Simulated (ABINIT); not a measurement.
Wanted: the native input for an ABINIT 10.8.3 (patched build) run.

```
Task                                            : equation of state
Functional                                      : PBE
Dispersion                                      : D3
Potentials or basis                             : JTH PAW PBE v2.0
Cutoff                                          : 463 eV
k mesh                                          : 11 × 11 × 11
Occupations                                     : fermi-dirac, width 0.05 eV
Spin                                            : no spin polarisation
Fine-grid cutoff                                : 925.187 eV
Exchange and correlation inside the PAW spheres : full angular mesh (pawxcdev 0, this build's default; the released program takes 1)
```

The system is Ag.

```
Ag
1.0
     0.00000    2.04275    2.04275
     2.04275    0.00000    2.04275
     2.04275    2.04275    0.00000
Ag
1
Cartesian
  0.0000 0.0000 0.0000
```

One way to write it, as run:

run.abi

```
# Datasets: one volume each
ndtset 7
getwfk -1
scalecart1 3*0.9795861087
scalecart2 3*0.9864848297
scalecart3 3*0.9932883884
scalecart4 3*1.0000000000
scalecart5 3*1.0066227096
scalecart6 3*1.0131594038
scalecart7 3*1.0196128224

# Pseudopotentials
pp_dirpath "./"
pseudos "Ag.GGA_PBE-JTH.xml"

# Structure
acell 3*1.0
rprim
     0.0000000000     3.8602380411     3.8602380411
     3.8602380411     0.0000000000     3.8602380411
     3.8602380411     3.8602380411     0.0000000000
ntypat 1
znucl 47
natom 1
typat 1
xred
     0.0000000000     0.0000000000     0.0000000000

# Plane-wave basis
ecut 17.0
pawecutdg 34.0

# k points
kptopt 1
ngkpt 11 11 11
nshiftk 1
shiftk 0.0 0.0 0.0

# Exchange and correlation
ixc 11
vdw_xc 6

# Bands and occupations
nband 10
occopt 3
tsmear 0.05 eV

# SCF cycle
nstep 100
tolvrs 1.0e-9

# Output
iomode 3
prtwf 1
prtden 0
prteig 0
prtebands 0
```

Potentials or basis: JTH PAW PBE v2.0.

Run with:

```console
$ abinit run.abi > log 2>&1
```

It gave:

```yaml
Equilibrium_volume: 16.89 Å³/atom
Bulk_modulus: 105 GPa
Pressure_derivative_of_the_bulk_modulus: 6.6
```

Caveat: pressures at fixed basis lie under the slope of the energies.

It took 29 s on 1 thread of Intel(R) Xeon(R) Platinum 8559C (Emerald Rapids), on a shared host, peak memory 0.13 GiB.
